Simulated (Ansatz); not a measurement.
InN under a change: In vacancy, symmetric start

The parent structure is a 16-atom supercell of InN in the zinc blende structure (space group F-43m, No. 216; a = 4.999 Å) at its relaxed geometry.

One thing is altered: a neutral In vacancy, symmetric start, atoms relaxed at fixed cell.

Level of theory: Ansatz (a first-principles code), r2SCAN, PAW, cutoff 500 eV, spin-orbit coupling left out. k-mesh 4×4×4 (Γ-centred); smearing 0.05 eV (Fermi–Dirac).

```csv
quantity,base,changed,shift
pressure,0.0 GPa,0.0 GPa,0.0 GPa
energy gained by relaxation,–,0.26 eV,–
largest displacement of a host atom from its site in the perfect cell,–,0.15 Å,–
mean distance from the defect site to its nearest host atoms,2.16 Å,2.32 Å,+0.151 Å
```

Final structure:

```xyz
15
Lattice="0.0000 4.9992 4.9992 4.9992 0.0000 4.9992 4.9992 4.9992 0.0000" Properties=species:S:1:pos:R:3 pbc="T T T"
N      3.7497     3.7497     3.7497
N      6.2487     6.2487     3.7497
N      6.2487     3.7497     6.2487
N      8.6614     6.3362     6.3362
N      3.7497     6.2487     6.2487
N      6.3362     8.6614     6.3362
N      6.3362     6.3362     8.6614
N      8.6614     8.6614     8.6614
In     2.4996     2.4996     0.0173
In     2.4996     0.0173     2.4996
In     4.9819     2.4996     2.4996
In     0.0173     2.4996     2.4996
In     2.4996     4.9819     2.4996
In     2.4996     2.4996     4.9819
In     4.9992     4.9992     4.9992
```

The cell is small, so the values are those of an ordered compound at a high defect concentration; dilute-limit values will differ. The mesh was chosen for an insulator and is coarse for the gapless case. The defect started on the symmetric site and kept its symmetry, so it may sit on a saddle. The final runs are not spin-polarised. The defect cell is not spin-polarised. This is not the structure that InN has at room temperature and ambient pressure.
